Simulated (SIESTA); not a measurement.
# SrO in SIESTA: the effect of functional

Crystal: SrO.

```
CELL_PARAMETERS angstrom
0.00000 2.56630 2.56630
2.56630 0.00000 2.56630
2.56630 2.56630 0.00000
ATOMIC_POSITIONS crystal
Sr 0.50000 0.50000 0.50000
O 0.00000 0.00000 0.00000
```

Alike in all runs:

- Program: SIESTA 5.4.2
- Task: band structure
- Basis: DZP (energy shift 0.003 Ry; two zetas on semicore shells; d shell added on Sr)
- Grid cutoff: 800 Ry
- Energy shift: 0.003 Ry
- k mesh: 9 × 9 × 9
- Occupations: fermi-dirac, width 0.05 eV
- Spin: no spin polarisation

```tsv
functional	potentials or basis	gap on the mesh (eV)	pressure (GPa)
LDA	PseudoDojo 0.4 standard (LDA files)	3.16	-3.3
PBEsol	PseudoDojo 0.4 standard (PBEsol files)	3.20	0.0
AM05	PseudoDojo 0.4 standard (PBEsol files)	3.26	1.1
WC	PseudoDojo 0.4 standard (PBEsol files)	3.21	0.0
PBE	PseudoDojo 0.4 standard (PBE files)	3.31	4.1
PW91	PseudoDojo 0.4 standard (PBE files)	3.31	3.7
revPBE	PseudoDojo 0.4 standard (PBE files)	?	?
RPBE	PseudoDojo 0.4 standard (PBE files)	3.44	7.1
BLYP	PseudoDojo 0.4 standard (PBE files)	3.45	7.6
```

Problem. What does the run with functional revPBE give?

Solution. gap on the mesh 3.41 eV; pressure 6.3 GPa.

Caveats: the basis of atomic orbitals isn't converged, which shifts pressures, moduli and gaps; the potentials were made for another functional, which shifts forces and pressure (some runs).

A k mesh can miss the band edges.
